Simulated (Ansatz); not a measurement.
Property card for SiNi3

Computed with DFT PBE, scalar-relativistic, plane waves, PAW in Ansatz 0.2.0.

Settings: cutoff 420 eV, Γ-centred mesh 14×14×14 on the computed 4-atom cell, Gaussian smearing of 0.10 eV; no spin polarisation.

The structure is relaxed at this level of theory with its symmetry kept, and needn't be the ground state of this composition.

```yaml
crystal:
  lattice:
    - [3.50631, 0.00000, 0.00000]
    - [0.00000, 3.50631, 0.00000]
    - [0.00000, 0.00000, 3.50631]
  atoms:
    - { symbol: Si, position: [0.00000, 0.00000, 0.00000] }
    - { symbol: Ni, position: [0.00000, 0.50000, 0.50000] }
    - { symbol: Ni, position: [0.50000, 0.00000, 0.50000] }
    - { symbol: Ni, position: [0.50000, 0.50000, 0.00000] }
```

```json
{"Space group": "Pm-3m (No. 221)", "Volume per atom": "10.78 Å³", "Formation energy from the elements' standard states (uncorrected)": "-0.457 eV/atom", "Kohn–Sham band gap": "none (metal)", "Density of states at the Fermi level": "2.5 states/eV per cell", "Orbital (Löwdin) character within 0.5 eV of the Fermi level": "Ni 3d 91 %", "Bulk modulus": "213 GPa", "Its pressure derivative": "4.7", "Bader charge by site (e)": "Si (1 in the cell) 0.42, Ni (3 in the cell) -0.14"}
```

A magnetic start lost its moments in a first run, so spin was left out; other magnetic orders weren't tried.

It was relaxed from a cell as deposited in COD. Löwdin shares on free-atom orbitals overweight diffuse shells.
